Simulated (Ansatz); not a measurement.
**Response to strain in Be2C**

Consider Be2C (space group Fm-3m, No. 225).

```xyz
3
Lattice="0.0000 2.1553 2.1553 2.1553 0.0000 2.1553 2.1553 2.1553 0.0000" Properties=species:S:1:pos:R:3 pbc="T T T"
Be     1.0777     1.0777     1.0777
Be     3.2330     3.2330     3.2330
C      0.0000     0.0000     0.0000
```

Cartesian axes are those of the cell as printed.

Strains are applied to the cell and any free atomic positions relax; under biaxial strain the out-of-plane vector relaxes too.

Level of theory: PBEsol (Ansatz, an electronic-structure program; PAW; 420 eV plane waves; no spin-orbit coupling).

```csv
"biaxial strain, plane normal [001], relaxed out of plane (%)",band gap (eV)
0,1.08
0.5,1.00
1,?
1.5,0.84
2,0.76
2.5,0.69
3,0.62
```

Problem. Fit E_g = E₀ + Dε (ε in %) to the rows shown and predict the withheld row.

Solution. Least squares on the printed values gives E₀ = 1.08 eV, D = -154 meV per % of strain (largest residual 0.01 eV); this predicts 0.92 eV, and the run gives 0.92 eV, in agreement.

Stability against distortions was not tested.
